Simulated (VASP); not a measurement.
CdSe:

```
Cd Se
1.0
     0.00000    2.87396    2.87396
     2.87396    0.00000    2.87396
     2.87396    2.87396    0.00000
Cd Se
1 1
Direct
  0.00000 0.00000 0.00000
  0.50000 0.50000 0.50000
```

Measurements of this composition are mostly on another form, of space group No. 186.

```yaml
Program: VASP 6.6.1
Task: relaxation of cell and atoms
Functional: r2SCAN
Potentials_or_basis: VASP PAW PBE potentials, release 64 (Cd, Se)
Cutoff: 600 eV
k_mesh: 12 × 12 × 12
Occupations: gaussian, width 0.1 eV
Spin: no spin polarisation
```

At the start: pressure -1.8 GPa; volume 23.74 Å³/atom.

Task: How do energy, volume and symmetry change on relaxing?

Result: Over 3 steps the energy falls by 3.9 meV/atom and the volume is 23.07 Å³/atom (-2.8 %); space group Fm-3m (No. 225, to 0.05 Å).

Step by step:
| step | energy change (eV) | largest force (eV/Å) | pressure (GPa) | volume (Å³) |
| --- | --- | --- | --- | --- |
| 1 | 0.0000 | 0.0000 | -1.85 | 47.48 |
| 2 | -0.0065 | 0.0000 | 0.84 | 45.62 |
| 3 | -0.0079 | 0.0000 | 0.00 | 46.15 |

Final structure:
```
Cd Se
1.0
     0.00000    2.84694    2.84694
     2.84694    0.00000    2.84694
     2.84694    2.84694    0.00000
Cd Se
1 1
Cartesian
  0.0000 0.0000 0.0000
  2.8469 2.8469 2.8469
```

Caveat: the PAW data sets were made with another functional, which shifts forces and pressure a little.
